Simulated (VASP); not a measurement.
## Mg: band structure with PBEsol

Crystal: Mg.

```xyz
2
Lattice="3.1945 0.0000 0.0000 -1.5973 2.7665 0.0000 0.0000 0.0000 5.0890" Properties=species:S:1:pos:R:3 pbc="T T T"
Mg    0.0000    1.8444    1.2723
Mg    1.5973    0.9222    3.8168
```

* Program: VASP 6.6.1
* Task: band structure
* Functional: PBEsol
* Potentials or basis: VASP PAW PBE potentials, release 64 (Mg)
* Cutoff: 520 eV
* k mesh: 15 × 15 × 7
* Occupations: methfessel-paxton, width 0.1 eV
* Spin: no spin polarisation
* Further INCAR settings: ALGO = Fast; EDIFF = 1e-06; NBANDS = 9

| Property | Result |
| --- | --- |
| Pressure | 0.0 GPa |
| Band gap along the path | none (metal or under the smearing width) |

Levels at the corners of the path, in eV from the Fermi level:
```
point  band 1  band 2  band 3  band 4  band 5  band 6  band 7
    Γ   -6.98   -1.57   -1.02   10.89   10.89   11.00   11.00
    M   -2.18   -2.17    2.76    3.11    3.51    3.87    6.83
    M   -2.18   -2.17    2.76    3.11    3.51    3.87    6.83
    K   -0.66   -0.63   -0.63    4.23    4.23    4.54    4.93
    K   -0.66   -0.63   -0.63    4.23    4.23    4.54    4.93
    Γ   -6.98   -1.57   -1.02   10.89   10.89   11.00   11.00
    Γ   -6.98   -1.57   -1.02   10.89   10.89   11.00   11.00
    A   -5.53   -5.53    5.43    5.43   11.66   11.66   11.66
    A   -5.53   -5.53    5.43    5.43   11.66   11.66   11.66
    L   -1.10   -1.10   -0.42   -0.42    8.04    8.04    8.15
    L   -1.10   -1.10   -0.42   -0.42    8.04    8.04    8.15
    H    0.19    0.19    0.68    0.68    1.58    1.58   11.36
    H    0.19    0.19    0.68    0.68    1.58    1.58   11.36
    A   -5.53   -5.53    5.43    5.43   11.66   11.66   11.66
    L   -1.10   -1.10   -0.42   -0.42    8.04    8.04    8.15
    M   -2.18   -2.17    2.76    3.11    3.51    3.87    6.83
    K   -0.66   -0.63   -0.63    4.23    4.23    4.54    4.93
    H    0.19    0.19    0.68    0.68    1.58    1.58   11.36
```

Core levels (eV, on the scale of the bands):
```tsv
atom	levels
1 Mg	1s -1252.9, 2s -73.2, 2p -40.0
2 Mg	1s -1252.9, 2s -73.2, 2p -40.0
```

It took 25 s on 1 thread of Intel(R) Xeon(R) Platinum 8259CL CPU @ 2.50GHz (Skylake/Cascade Lake), on a shared host, peak memory 0.21 GiB.

Caveat: the PAW data sets were made with another functional, which shifts forces and pressure a little.
